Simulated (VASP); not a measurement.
# Pd: Hubbard U by linear response

Pd, Fm-3m (no. 225), 27 atoms in the cell. PBEsol, linear-response Hubbard U; PAW potentials Pd (PBE set).

Shifted element: Pd; Shifted shell (l): 2; Cell repeated: 3 × 3 × 3; Shifts (eV): -0.2, -0.1, 0.1, 0.2.

## Input

INCAR.step1:
```
PREC     = Accurate       # precision mode
ENCUT    = 450            # plane-wave cutoff, eV
EDIFF    = 1E-7           # SCF threshold, eV
NELM     = 200            # most SCF steps
ALGO     = Normal         # electronic algorithm
ISMEAR   = 1              # smearing method
SIGMA    = 0.1            # smearing width, eV
LREAL    = F              # projectors in reciprocal space
LASPH    = T              # aspherical terms in the spheres
LMAXMIX  = 4              # l up to which the mixer works
LORBIT   = 11             # projections on sites
LWAVE    = T              # write WAVECAR
LCHARG   = T              # write CHGCAR
GGA      = PS             # functional
ISPIN    = 2              # spin polarisation
MAGMOM   = 0 0 0 0 0 0 0 0 0 0 0 0 0 0 0 0 0 0 0 0 0 0 0 0 0 0 0 # initial moments
AMIX     = 0.2          
BMIX     = 1E-4         
AMIX_MAG = 0.8          
BMIX_MAG = 1E-4          
```

INCAR.step2, as INCAR.step1 but for:
```
- LWAVE = T
- LCHARG = T
+ LWAVE = F
+ LCHARG = F
+ LDAU = T
+ LDAUTYPE = 3
+ LDAUL = 2 -1
+ LDAUU = -0.2 0
+ LDAUJ = -0.2 0
+ LDAUPRINT = 1
+ ISTART = 1
+ ICHARG = 11
```

INCAR.step3, as INCAR.step2 but for:
```
- ICHARG = 11
+ ICHARG = 1
```

INCAR.step4, as INCAR.step3 but for:
```
- LDAUU = -0.2 0
- LDAUJ = -0.2 0
- ICHARG = 1
+ LDAUU = -0.1 0
+ LDAUJ = -0.1 0
+ ICHARG = 11
```

INCAR.step5, as INCAR.step4 but for:
```
- ICHARG = 11
+ ICHARG = 1
```

INCAR.step6, as INCAR.step5 but for:
```
- LDAUU = -0.1 0
- LDAUJ = -0.1 0
- ICHARG = 1
+ LDAUU = 0.1 0
+ LDAUJ = 0.1 0
+ ICHARG = 11
```

INCAR.step7, as INCAR.step6 but for:
```
- ICHARG = 11
+ ICHARG = 1
```

INCAR.step8, as INCAR.step7 but for:
```
- LDAUU = 0.1 0
- LDAUJ = 0.1 0
- ICHARG = 1
+ LDAUU = 0.2 0
+ LDAUJ = 0.2 0
+ ICHARG = 11
```

INCAR.step9, as INCAR.step8 but for:
```
- ICHARG = 11
+ ICHARG = 1
```

KPOINTS:
```
k-points
0
Gamma
  4 4 4
```

POSCAR:
```
Pd
1.0
    0.0000000000      5.8395000000      5.8395000000
    5.8395000000      0.0000000000      5.8395000000
    5.8395000000      5.8395000000      0.0000000000
Pd Pd
1 26
Direct
    0.0000000000      0.0000000000      0.0000000000
    0.0000000000      0.0000000000      0.3333333333
    0.0000000000      0.0000000000      0.6666666667
    0.0000000000      0.3333333333      0.0000000000
    0.0000000000      0.3333333333      0.3333333333
    0.0000000000      0.3333333333      0.6666666667
    0.0000000000      0.6666666667      0.0000000000
    0.0000000000      0.6666666667      0.3333333333
    0.0000000000      0.6666666667      0.6666666667
    0.3333333333      0.0000000000      0.0000000000
    0.3333333333      0.0000000000      0.3333333333
    0.3333333333      0.0000000000      0.6666666667
    0.3333333333      0.3333333333      0.0000000000
    0.3333333333      0.3333333333      0.3333333333
    0.3333333333      0.3333333333      0.6666666667
    0.3333333333      0.6666666667      0.0000000000
    0.3333333333      0.6666666667      0.3333333333
    0.3333333333      0.6666666667      0.6666666667
    0.6666666667      0.0000000000      0.0000000000
    0.6666666667      0.0000000000      0.3333333333
    0.6666666667      0.0000000000      0.6666666667
    0.6666666667      0.3333333333      0.0000000000
    0.6666666667      0.3333333333      0.3333333333
    0.6666666667      0.3333333333      0.6666666667
    0.6666666667      0.6666666667      0.0000000000
    0.6666666667      0.6666666667      0.3333333333
    0.6666666667      0.6666666667      0.6666666667
```

Commands (each step's output is kept before the next begins):
```
cat potpaw_PBE.64/Pd/POTCAR potpaw_PBE.64/Pd/POTCAR > POTCAR
cp INCAR.step1 INCAR
mpirun -np 8 vasp_std > vasp.out
cp CHGCAR CHGCAR.0
cp WAVECAR WAVECAR.0
cp INCAR.step2 INCAR
mpirun -np 8 vasp_std > vasp.out
cp CHGCAR.0 CHGCAR
cp WAVECAR.0 WAVECAR
cp INCAR.step3 INCAR
mpirun -np 8 vasp_std > vasp.out
cp CHGCAR.0 CHGCAR
cp WAVECAR.0 WAVECAR
cp INCAR.step4 INCAR
mpirun -np 8 vasp_std > vasp.out
cp CHGCAR.0 CHGCAR
cp WAVECAR.0 WAVECAR
cp INCAR.step5 INCAR
mpirun -np 8 vasp_std > vasp.out
cp CHGCAR.0 CHGCAR
cp WAVECAR.0 WAVECAR
cp INCAR.step6 INCAR
mpirun -np 8 vasp_std > vasp.out
cp CHGCAR.0 CHGCAR
cp WAVECAR.0 WAVECAR
cp INCAR.step7 INCAR
mpirun -np 8 vasp_std > vasp.out
cp CHGCAR.0 CHGCAR
cp WAVECAR.0 WAVECAR
cp INCAR.step8 INCAR
mpirun -np 8 vasp_std > vasp.out
cp CHGCAR.0 CHGCAR
cp WAVECAR.0 WAVECAR
cp INCAR.step9 INCAR
mpirun -np 8 vasp_std > vasp.out
```

## Result

- U (eV): 2.6
- Bare response (electrons/eV): 1.016
- Relaxed response (electrons/eV): 0.277

Electrons in the shifted shell, density kept fixed:

| Shift (eV) | Electrons |
|---|---|
| -0.20 | 8.228 |
| -0.10 | 8.345 |
| 0.00 | 8.450 |
| 0.10 | 8.547 |
| 0.20 | 8.635 |

Electrons in the shifted shell, density relaxed:

| Shift (eV) | Electrons |
|---|---|
| -0.20 | 8.395 |
| -0.10 | 8.423 |
| 0.00 | 8.450 |
| 0.10 | 8.478 |
| 0.20 | 8.506 |

Limits: The slopes are limited by the printed digits (0.001 electrons) and by how far each density was converged.

VASP 6.6.1 took 844 s on 8 cores (Intel Xeon 6975P-C (Granite Rapids)), a shared host.
